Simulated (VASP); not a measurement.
# NaCl (Fm-3m) in VASP: a series of runs

The runs below take NaCl through relaxation of cell and atoms, relaxation of the atoms, with PBEsol.

Everything below comes from runs of VASP 6.6.1. Logs are shortened: lines on timing, memory, paths and dates and some standing lists are left out, and cuts for length are marked.

## 1. The crystal as given

The structure is cubic, space group Fm-3m (No. 225). Conventional cell: a = 5.620 Å, b = 5.620 Å, c = 5.620 Å, α = 90.00°, β = 90.00°, γ = 90.00°. Around Na (site symmetry m-3m) lie 6 Cl at 2.81 Å. Cl (site symmetry m-3m) has 6 Na at 2.81 Å as nearest neighbours.

## 2. Relaxation of cell and atoms, PBEsol

INCAR reads:

```
PREC     = Accurate       # precision mode
ENCUT    = 600            # plane-wave cutoff, eV
EDIFF    = 1E-6           # SCF threshold, eV
ISMEAR   = 0              # smearing method
SIGMA    = 0.03           # smearing width, eV
LREAL    = False          # projectors in reciprocal space
LASPH    = True           # aspherical terms in the spheres
NELM     = 80             # most SCF steps
ALGO     = Normal         # electronic algorithm
ISIF     = 3              # what is computed and relaxed
LWAVE    = False          # write WAVECAR
LCHARG   = False          # write CHGCAR
GGA      = PS             # functional
IBRION   = 2              # ionic algorithm
NSW      = 90             # ionic steps
EDIFFG   = -0.01          # ionic threshold
```

KPOINTS reads:

```
Automatic mesh
0
Gamma
  8 8 8
```

POSCAR reads:

```
NaCl
1.0
    0.0000000000      2.8100000000      2.8100000000
    2.8100000000      0.0000000000      2.8100000000
    2.8100000000      2.8100000000      0.0000000000
Na Cl
1 1
Direct
    0.0000000000      0.0000000000      0.0000000000
    0.5000000000      0.5000000000      0.5000000000
```

Potentials or basis: VASP PAW PBE potentials, release 64 (Na_pv, Cl).

Command:

```
> cat potpaw_PBE.64/Na_pv/POTCAR potpaw_PBE.64/Cl/POTCAR > POTCAR
> mpirun -np 1 vasp_std > vasp.out
```

OUTCAR:

```text
PREC = Accurate
   ENCUT = 600
   EDIFF = 1E-6
   ISMEAR = 0
   LREAL = False
   LASPH = True
   NELM = 80
   ISIF = 3
   GGA = PS
   IBRION = 2
   NSW = 90
   EDIFFG = -0.01

 ion  position               nearest neighbor table
   1  0.000  0.000  0.000-
   2  0.500  0.500  0.500-

  LATTYP: Found a face centered cubic cell.
 ALAT       =     5.6200000000

  Lattice vectors:

 A1 = (   0.0000000000,   2.8100000000,   2.8100000000)
 A2 = (   2.8100000000,   0.0000000000,   2.8100000000)
 A3 = (   2.8100000000,   2.8100000000,   0.0000000000)

Analysis of symmetry for initial positions (statically):
=====================================================================
 Subroutine PRICEL returns:
 Original cell was already a primitive cell.

 Routine SETGRP: Setting up the symmetry group for a
 face centered cubic supercell.

 Subroutine GETGRP returns: Found 48 space group operations
 (whereof 48 operations were pure point group operations)
 out of a pool of 48 trial point group operations.

The static configuration has the point symmetry O_h .

Analysis of symmetry for dynamics (positions and initial velocities):
=====================================================================
 Subroutine PRICEL returns:
 Original cell was already a primitive cell.

 Routine SETGRP: Setting up the symmetry group for a
 face centered cubic supercell.

 Subroutine GETGRP returns: Found 48 space group operations
 (whereof 48 operations were pure point group operations)
 out of a pool of 48 trial point group operations.

The dynamic configuration has the point symmetry O_h .

 Subroutine INISYM returns: Found 48 space group operations
 (whereof 48 operations are pure point group operations),
 and found     1 'primitive' translations

----------------------------------------------------------------------------------------

                                     Primitive cell

  volume of cell :      44.3761

  direct lattice vectors                    reciprocal lattice vectors
     0.000000000  2.810000000  2.810000000    -0.177935943  0.177935943  0.177935943
     2.810000000  0.000000000  2.810000000     0.177935943 -0.177935943  0.177935943
     2.810000000  2.810000000  0.000000000     0.177935943  0.177935943 -0.177935943

  length of vectors
     3.973940110  3.973940110  3.973940110     0.308194094  0.308194094  0.308194094

  position of ions in fractional coordinates (direct lattice)
     0.000000000  0.000000000  0.000000000
     0.500000000  0.500000000  0.500000000

  ion indices of the primitive-cell ions
   primitive index   ion index
                 1           1
                 2           2

----------------------------------------------------------------------------------------

 KPOINTS: Automatic mesh

Automatic generation of k-mesh.
 Grid dimensions read from file:
 generate k-points for:    8    8    8

 Generating k-lattice:

  Cartesian coordinates                     Fractional coordinates (reciprocal lattice)
    -0.022241993  0.022241993  0.022241993     0.125000000  0.000000000  0.000000000
     0.022241993 -0.022241993  0.022241993     0.000000000  0.125000000  0.000000000
     0.022241993  0.022241993 -0.022241993     0.000000000  0.000000000  0.125000000

  Length of vectors
     0.038524262  0.038524262  0.038524262

  Shift w.r.t. Gamma in fractional coordinates (k-lattice)
     0.000000000  0.000000000  0.000000000

 Subroutine IBZKPT returns following result:
 ===========================================

 Found     29 irreducible k-points:

 Following reciprocal coordinates:
            Coordinates               Weight
  0.000000  0.000000  0.000000      1.000000
  0.125000  0.000000  0.000000      8.000000
  0.250000  0.000000  0.000000      8.000000
  0.375000  0.000000  0.000000      8.000000
  0.500000  0.000000  0.000000      4.000000
  0.125000  0.125000  0.000000      6.000000
[... 16 lines left out ...]
  0.500000  0.250000  0.125000     48.000000
 -0.375000  0.250000  0.125000     24.000000
 [... further k-points ...]
   k-points           NKPTS =     29   k-points in BZ     NKDIM =     29   number of bands    NBANDS=     11
   number of dos      NEDOS =    301   number of ions     NIONS =      2
   total plane-waves  NPLWV =  32768
   dimension x,y,z NGX =    32 NGY =   32 NGZ =   32
   dimension x,y,z NGXF=    64 NGYF=   64 NGZF=   64
   ions per type =               1   1
   NGX,Y,Z   is equivalent  to a cutoff of  13.39, 13.39, 13.39 a.u.
   NGXF,Y,Z  is equivalent  to a cutoff of  26.77, 26.77, 26.77 a.u.
 SYSTEM =  unknown system
   PREC   = accura    normal or accurate (medium, high low for compatibility)
   ISTART =      0    job   : 0-new  1-cont  2-samecut
   ICHARG =      2    charge: 1-file 2-atom 10-const
   ISPIN  =      1    spin polarized calculation?
   LNONCOLLINEAR =      F non collinear calculations
   LSORBIT =      F    spin-orbit coupling
   LASPH  =      T    aspherical Exc in radial PAW
   ENCUT  =  600.0 eV  44.10 Ry    6.64 a.u.   7.94  7.94  7.94*2*pi/ulx,y,z
   NELM   =     80;   NELMIN=  2; NELMDL= -5     # of ELM steps
   EDIFF  = 0.1E-05   stopping-criterion for ELM
   LREAL  =      F    real-space projection
   EDIFFG = -.1E-01   stopping-criterion for IOM
   NSW    =     90    number of steps for IOM
   IBRION =      2    ionic relax: 0-MD 1-quasi-New 2-CG
   NFREE  =      1    steps in history (QN), initial steepest desc. (CG)
   ISIF   =      3    stress and relaxation
   ISYM   =      2    0-nonsym 1-usesym 2-fastsym
   POTIM  = 0.5000    time-step for ionic-motion
   TEBEG  =    0.0;   TEEND  =   0.0 temperature during run
   PSTRESS=    0.0 pullay stress
   NELECT =      14.0000    total number of electrons
   NUPDOWN=      -1.0000    fix difference up-down
   EMIN   =  10.00;   EMAX   =-10.00  energy-range for DOS
   EFERMI =   0.00;   METHOD = LEGACY
   ISMEAR =     0;   SIGMA  =   0.03  broadening in eV -4-tet -1-fermi 0-gaus
   EFERMI_NEDOS =   21; number of points for ismear=-14 and -15
   IALGO  =     38    algorithm
   IMIX   =      4    mixing-type and parameters
     AMIX     =   0.40;   BMIX     =  1.00
     AMIX_MAG =   1.60;   BMIX_MAG =  1.00
  volume/ion in A,a.u.               =      22.19       149.73
  Fermi-wavevector in a.u.,A,eV,Ry     =   1.114469  2.106040 16.898985  1.242040
  Thomas-Fermi vector in A             =   2.251064
   LORBIT       =      0    0 simple, 1 ext, 2 COOP (PROOUT), +10 PAW based schemes
   GGA     = PS    functional components
   LHFCALC =     F    Hartree Fock is set to
   AEXX    =    0.0000 exact exchange contribution
   IVDW    =     0    specifies the selected vdW correction
   LEPSILON=     F    determine dielectric tensor
   LRPA    =     F    only Hartree local field effects (RPA)
 conjugate gradient relaxation of ions
 non-spin polarized calculation
 Gauss-broadening in eV      SIGMA  =   0.03
  energy-cutoff  :      600.00
  volume of cell :       44.38
 maximum number of plane-waves:      1494
   NGX = 15   NGY = 15   NGZ = 15

--------------------------------------- Ionic step        1  -------------------------------------------

 number of electron      14.0000007 magnetization

 Free energy of the ion-electron system (eV)
  ---------------------------------------------------
  ext. energy  EPLUGINS =         0.00000000
  ---------------------------------------------------
  free energy    TOTEN  =        -6.99847186 eV

  energy without entropy =       -6.99847186  energy(sigma->0) =       -6.99847186

------------------------ aborting loop because EDIFF is reached ----------------------------------------

  FORCE on cell =-STRESS in cart. coord.  units (eV):
  Direction    XX          YY          ZZ          XY          YZ          ZX
  --------------------------------------------------------------------------------------
  -------------------------------------------------------------------------------------
  Total       -0.0539635     -0.0539635     -0.0539635      0.0000000      0.0000000      0.0000000
  in kB       -1.9483276     -1.9483276     -1.9483276      0.0000000      0.0000000      0.0000000
  external PRESSURE =      -1.9483276 kB  Pullay stress =       0.0000000 kB
[... 57 lines left out ...]
  energy  without entropy=       -6.9986378299  energy(sigma->0) =       -6.99863783

--------------------------------------- Ionic step        3  -------------------------------------------

 number of electron      14.0000009 magnetization

 Free energy of the ion-electron system (eV)
  ---------------------------------------------------
  ext. energy  EPLUGINS =         0.00000000
  ---------------------------------------------------
  free energy    TOTEN  =        -6.99866824 eV

  energy without entropy =       -6.99866824  energy(sigma->0) =       -6.99866824

 E-fermi :  -0.5095     XC(G=0):  -8.4030

 val. band max:       -0.6929638881   @ k =   0.0000   0.0000   0.0000
 cond. band min:       4.2972932346   @ k =   0.0000   0.0000   0.0000
 fundamental gap:      4.9902571227
 Fermi energy:        -0.5094634268

 k-point     1 :       0.0000    0.0000    0.0000
  band No.  band energies     occupation
      1     -21.3151      2.00000
      2     -21.3151      2.00000
      3     -21.3151      2.00000
      4     -13.3734      2.00000
      5      -0.6930      2.00000
      6      -0.6930      2.00000
      7      -0.6930      2.00000
      8       4.2973      0.00000
      9      10.3198      0.00000
     10      10.3198      0.00000
     11      10.3198      0.00000
[... 309 lines left out ...]
 k-point    24 :      -0.3750    0.2500    0.1250
  band No.  band energies     occupation
      1     -21.3415      2.00000
      2     -21.3241      2.00000
      3     -21.3199      2.00000
      4     -12.9769      2.00000
      5      -2.4282      2.00000
      6      -1.4985      2.00000
      7      -1.1263      2.00000
      8       7.4933      0.00000
      9       8.8307      0.00000
     10       9.4664      0.00000
     11      10.9883      0.00000

 [... further k-points ...]

------------------------ aborting loop because EDIFF is reached ----------------------------------------

  FORCE on cell =-STRESS in cart. coord.  units (eV):
  Direction    XX          YY          ZZ          XY          YZ          ZX
  --------------------------------------------------------------------------------------
  -------------------------------------------------------------------------------------
  Total       -0.0139779     -0.0139779     -0.0139779     -0.0000000      0.0000000      0.0000000
  in kB       -0.5072755     -0.5072755     -0.5072755     -0.0000000      0.0000000      0.0000000
  external PRESSURE =      -0.5072755 kB  Pullay stress =       0.0000000 kB
[... 17 lines left out ...]
  FREE ENERGIE OF THE ION-ELECTRON SYSTEM (eV)
  ---------------------------------------------------
  free  energy   TOTEN  =        -6.9986682416 eV

  energy  without entropy=       -6.9986682416  energy(sigma->0) =       -6.99866824

 reached required accuracy - stopping structural energy minimisation
```

Run time: 9.2 s. Hardware: 1 thread of Intel Xeon 6975P-C (Granite Rapids), shared host; peak memory 0.18 GiB.

What came out:

- Free energy: -6.9987 eV
- Relaxed volume: 22.07 Å³/atom
- Relaxed cell: a = 3.967 Å, b = 3.967 Å, c = 3.967 Å, α = 60.00°, β = 60.00°, γ = 60.00°
- Space group after relaxing (to 0.05 Å): Fm-3m (No. 225)
- Energy gained by relaxing: 0.1 meV/atom
- Ionic steps: 3
- Pressure after relaxing: -0.1 GPa
- Band gap on the k mesh: 4.99 eV, direct

The path:
```csv
step,energy change (eV),largest force (eV/Å),pressure (GPa),volume (Å³)
1,0.0000,0.0000,-0.19,44.38
2,-0.0002,0.0000,-0.08,44.20
3,-0.0002,0.0000,-0.05,44.15
```

Final structure:
```xyz
2
Lattice="0.0000 2.8052 2.8052 2.8052 0.0000 2.8052 2.8052 2.8052 0.0000" Properties=species:S:1:pos:R:3 pbc="T T T"
Na    0.0000    0.0000    0.0000
Cl    2.8052    2.8052    2.8052
```

Caveat: the PAW data sets were made with another functional, which shifts forces and pressure a little. A hybrid or GW would open this gap; PBEsol tends to underestimate it.

## 3. Relaxation of cell and atoms, PBEsol

This run uses another cell than the first one, of 22.07 Å³/atom, 0.995 times its volume.

INCAR, as its differences from that of step 2:

```diff
@@ -2,3 +2,3 @@
 ENCUT    = 600            # plane-wave cutoff, eV
-EDIFF    = 1E-6           # SCF threshold, eV
+EDIFF    = 1E-7           # SCF threshold, eV
 ISMEAR   = 0              # smearing method
@@ -15,2 +15,2 @@
 NSW      = 90             # ionic steps
-EDIFFG   = -0.01          # ionic threshold
+EDIFFG   = -0.005         # ionic threshold
```

KPOINTS is that of step 2.

POSCAR reads:

```
NaCl                                    
1.0
    0.0000000000      2.8051740243      2.8051740243
    2.8051740243      0.0000000000      2.8051740243
    2.8051740243      2.8051740243     -0.0000000000
  Na              Cl            
     1     1
Direct
     0.0000000000000000    0.0000000000000000    0.0000000000000000
     0.5000000000000000    0.5000000000000000    0.5000000000000000
```

Potentials or basis: VASP PAW PBE potentials, release 64 (Na_pv, Cl).

Command:

```
> cat potpaw_PBE.64/Na_pv/POTCAR potpaw_PBE.64/Cl/POTCAR > POTCAR
> mpirun -np 1 vasp_std > vasp.out
```

It took 8 s on 1 thread of Intel Xeon 6975P-C (Granite Rapids), shared host; peak memory 0.17 GiB.

It converged, with:

```
Free energy                            : -6.9987 eV
Relaxed volume                         : 22.04 Å³/atom
Relaxed cell                           : a = 3.965 Å, b = 3.965 Å, c = 3.965 Å, α = 60.00°, β = 60.00°, γ = 60.00°
Space group after relaxing (to 0.05 Å) : Fm-3m (No. 225)
Energy gained by relaxing              : 0.0 meV/atom
Ionic steps                            : 2
Pressure after relaxing                : 0.0 GPa
Band gap on the k mesh                 : 5.00 eV, direct
```

Final structure:
```
Na Cl
1.0
     0.00000    2.80386    2.80386
     2.80386    0.00000    2.80386
     2.80386    2.80386    0.00000
Na Cl
1 1
Direct
  0.00000 0.00000 0.00000
  0.50000 0.50000 0.50000
```

Levels at points of the mesh, in eV from the valence-band top:
| k point | band 5 | band 6 | band 7 | band 8 | band 9 | band 10 |
| --- | --- | --- | --- | --- | --- | --- |
| (0.00, 0.00, 0.00) | 0.00 | 0.00 | 0.00 | 5.00 | 11.01 | 11.01 |
| (0.50, 0.00, 0.00) | -2.02 | -0.28 | -0.28 | 7.11 | 10.64 | 10.90 |
| (0.50, 0.50, 0.00) | -1.75 | -0.63 | -0.63 | 7.48 | 7.88 | 11.25 |

Caveat: the PAW data sets were made with another functional, which shifts forces and pressure a little. Expect the measured gap to be larger: semilocal functionals such as PBEsol lack the derivative discontinuity.

[end of part 1 of 2]
